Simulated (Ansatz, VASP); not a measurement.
Two plane-wave programs on FeO

```
Fe O
1.0
     0.00000    2.38188    2.38188
     2.38188    0.00000    2.38188
     2.38188    2.38188    0.00000
Fe O
1 1
Direct
  0.00000 0.00000 0.00000
  0.25000 0.25000 0.25000
```

Alike in both runs: task single point; functional LDA; k mesh 7 × 7 × 7; occupations gaussian, width 0.05 eV; collinear spin; Hubbard terms Fe d U = 3.0 eV, J = 0.7 eV.

```csv
,VASP,Ansatz
version,VASP 6.6.1,Ansatz 0.2.0
potentials or method,"VASP PAW LDA potentials, release 64 (Fe, O)","scalar-relativistic, plane waves, PAW"
plane-wave cutoff (eV),520,420
valence electrons in the cell,14,22
```

VASP gave:

```
gap on the k mesh at the Fermi level (eV)                     : none
pressure (GPa)                                                : -20.9
net moment per atom (μB)                                      : 2.03
size of the moment on the site where the two differ most (μB) : 3.72
```

Q: What did Ansatz give for the same quantities?

A: gap on the k mesh at the Fermi level (eV): none; pressure (GPa): -19.8; net moment per atom (μB): 2.04; size of the moment on the site where the two differ most (μB): 3.44.

Site moments also hang on the region over which each program counts them. The programs project onto different local orbitals, so the same U acts differently. A gap of «none» marks a metal or a gap that the smearing closes. The two sets of potentials don't hold the same shells in valence. Ansatz warned: «filled_band_counts_differ_across_k_points».

Caveats: a cell with one magnetic atom can't hold antiferromagnetic order, which such compounds often take. The state reached can hang on the start; a lower one may exist.
